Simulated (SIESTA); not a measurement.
## PbSe (Clausthalite): band structure with PBE

**Measured values to compare with.**

A printed reference work, monograph reports, for a bulk crystal of PbSe at 4.2 K: band gap 0.15 eV (direct).

PbSe (Clausthalite):

```xyz
2
Lattice="0.0000 3.0606 3.0606 3.0606 0.0000 3.0606 3.0606 3.0606 0.0000" Properties=species:S:1:pos:R:3 pbc="T T T"
Pb    0.0000    0.0000    0.0000
Se    3.0606    3.0606    3.0606
```

```json
{
  "Program": "SIESTA 5.4.2",
  "Task": "band structure",
  "Functional": "PBE",
  "Potentials or basis": "PseudoDojo 0.4 standard (PBE files)",
  "Basis": "DZP (energy shift 0.003 Ry; two zetas on semicore shells)",
  "Grid cutoff": "500 Ry",
  "Energy shift": "0.003 Ry",
  "k mesh": "8 × 8 × 8",
  "Occupations": "fermi-dirac, width 0.05 eV",
  "Spin": "no spin polarisation"
}
```

```yaml
Pressure: 3.8 GPa
Band_gap_on_the_k_mesh: 0.36 eV, direct
Band_gap_along_the_path: 0.36 eV, direct
```

Levels at the corners of the path, in eV from the valence-band top:
| point | band 11 | band 12 | band 13 | band 14 | band 15 | band 16 | band 17 | band 18 | band 19 | band 20 |
| --- | --- | --- | --- | --- | --- | --- | --- | --- | --- | --- |
| Γ | -13.59 | -6.33 | -1.84 | -1.84 | -1.84 | 4.74 | 4.74 | 4.74 | 7.15 | 7.15 |
| X | -12.15 | -7.39 | -5.02 | -3.23 | -3.23 | 4.08 | 5.74 | 5.75 | 6.16 | 12.70 |
| W | -12.12 | -8.04 | -4.25 | -4.25 | -0.79 | 2.01 | 5.16 | 5.16 | 8.11 | 8.11 |
| K | -12.16 | -8.06 | -4.60 | -2.72 | -2.39 | 3.58 | 4.11 | 5.57 | 6.19 | 10.90 |
| Γ | -13.59 | -6.33 | -1.84 | -1.84 | -1.84 | 4.74 | 4.74 | 4.74 | 7.15 | 7.15 |
| L | -12.52 | -8.84 | -1.47 | -1.47 | 0.00 | 0.36 | 1.87 | 1.87 | 8.90 | 11.19 |
| U | -12.16 | -8.06 | -4.60 | -2.72 | -2.39 | 3.58 | 4.11 | 5.57 | 6.19 | 10.90 |
| W | -12.12 | -8.04 | -4.25 | -4.25 | -0.79 | 2.01 | 5.16 | 5.16 | 8.11 | 8.11 |
| L | -12.52 | -8.84 | -1.47 | -1.47 | 0.00 | 0.36 | 1.87 | 1.87 | 8.90 | 11.19 |
| K | -12.16 | -8.06 | -4.60 | -2.72 | -2.39 | 3.58 | 4.11 | 5.57 | 6.19 | 10.90 |
| U | -12.16 | -8.06 | -4.60 | -2.72 | -2.39 | 3.58 | 4.11 | 5.57 | 6.19 | 10.90 |
| X | -12.15 | -7.39 | -5.02 | -3.23 | -3.23 | 4.08 | 5.74 | 5.75 | 6.16 | 12.70 |

It took 64 s on 1 thread of Arm Neoverse N1 (shared host), peak memory 0.23 GiB.

A measured gap of PbSe is 0.15 eV (direct; 4.2 K; a printed reference work, monograph); the calculated 0.36 eV misses it by +0.21 eV. 2 values of this kind are on record (0.15 to 0.28 eV); this one was drawn at random. Spin-orbit coupling on Pb, Se is left out. The value is that of PBE in an atomic basis (PseudoDojo 0.4 standard (PBE files), DZP (energy shift 0.003 Ry; two zetas on semicore shells)), whose error adds to the functional's,, without temperature or zero-point motion.

Caveat: spin-orbit coupling is left out, which as a rule narrows the gap of such compounds by several tenths of an eV; the basis of atomic orbitals isn't converged, which shifts pressures, moduli and gaps.
